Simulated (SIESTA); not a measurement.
Set up this calculation in SIESTA 5.4.2, as an ASE script.

```yaml
Task: single point
Functional: PBE
Potentials_or_basis: PseudoDojo 0.4 standard (PBE files)
Basis: DZP (energy shift 0.003 Ry; two zetas on semicore shells)
Grid_cutoff: 800 Ry
Energy_shift: 0.003 Ry
k_mesh: 7 × 7 × 7
Occupations: fermi-dirac, width 0.05 eV
Spin: collinear spin, ferromagnetic start
Starting_moments: "[4.0, 0.0] μB"
Hubbard_terms: Mn d U = 6 eV
Hubbard_projector_method: 1
U_from_the_first_cycle: yes
```

The system is MnO.

```
CELL_PARAMETERS angstrom
0.00000 2.22391 2.22391
2.22391 0.00000 2.22391
2.22391 2.22391 0.00000
ATOMIC_POSITIONS crystal
Mn 0.00000 0.00000 0.00000
O 0.50000 0.50000 0.50000
```

The cell is a database's computed one.

One way to write it, as run:

run.py

```python
from ase import Atoms
from ase.calculators.siesta import Siesta
from ase.units import Ry, GPa

atoms = Atoms(
    ['Mn', 'O'],
    cell=[
        [0.0, 2.2239077028, 2.2239077028],
        [2.2239077028, 0.0, 2.2239077028],
        [2.2239077028, 2.2239077028, 0.0],
    ],
    scaled_positions=[
        [0.0, 0.0, 0.0],
        [0.5, 0.5, 0.5],
    ],
    pbc=True,
)

fdf = {
    'SCFMustConverge': False,
    'DM.InitSpin': ['  1   4.000', '  2   0.000'],
    'DFTU.ProjectorGenerationMethod': '1',
    'DFTU.Proj': ['Mn.1 1', 'n=3 2', '6.00 0.00', '0.0'],
    'DFTU.PopTol': '1.0e-5',
    'DFTU.FirstIteration': 'true',
    'OccupationFunction': 'FD',
    'ElectronicTemperature': '0.05 eV',
    'MaxSCFIterations': '200',
    'SCF.Mixer.Method': 'Pulay',
    'SCF.Mixer.Weight': '0.1',
    'SCF.Mixer.History': '10',
    'SCF.DM.Tolerance': '5.0e-05',
    'SCF.H.Tolerance': '1.0e-03 eV',
    'WriteForces': 'true',
    'Charge.Mulliken': 'end',
    'PAO.Basis': ['Mn.1 5', 'n=3 0 2', '  2.732 0.000', 'n=4 0 2', '  7.626 0.000', 'n=3 1 2', '  3.070 0.000', 'n=4 1 1', '  7.626', 'n=3 2 2', '  5.108 0.000'],
}
calc = Siesta(
    label="MnO",
    command="siesta < PREFIX.fdf > PREFIX.out",
    pseudo_path="pseudos",
    pseudo_qualifier="",
    xc=('GGA', 'PBE'),
    basis_set="DZP",
    mesh_cutoff=800 * Ry,
    energy_shift=0.003 * Ry,
    kpts=[7, 7, 7],
    spin="collinear",
    fdf_arguments=fdf,
)
atoms.calc = calc

print(f"energy = {atoms.get_potential_energy():.6f} eV")
free = atoms.get_potential_energy(force_consistent=True)
print(f"free energy = {free:.6f} eV")
print("forces (eV/A):")
print(atoms.get_forces(apply_constraint=False).round(6))
print("stress (GPa, Voigt order, tension positive):", (atoms.get_stress() / GPa).round(4))
```

Potentials or basis: PseudoDojo 0.4 standard (PBE files), DZP (energy shift 0.003 Ry; two zetas on semicore shells).

Run with:

```console
$ python run.py
```

Results of the run:

```
Pressure               : 12.5 GPa
Band gap on the k mesh : 0.66 eV, indirect (least direct gap 2.66 eV)
Net moment             : 5.00 μB per cell
Site moments           : Mn +4.93; O +0.07 μB
```

Caveat: short orbitals over semicore shells can move pressures by several GPa; an odd mesh through Γ misses points on the zone boundary, where band edges often lie; the basis of atomic orbitals isn't converged, which shifts pressures, moduli and gaps; a cell with one magnetic atom can't hold antiferromagnetic order, which such compounds often take.

It took 69 s on 1 thread of Intel(R) Xeon(R) 6975P-C (Granite Rapids), on a shared host, peak memory 0.3 GiB.
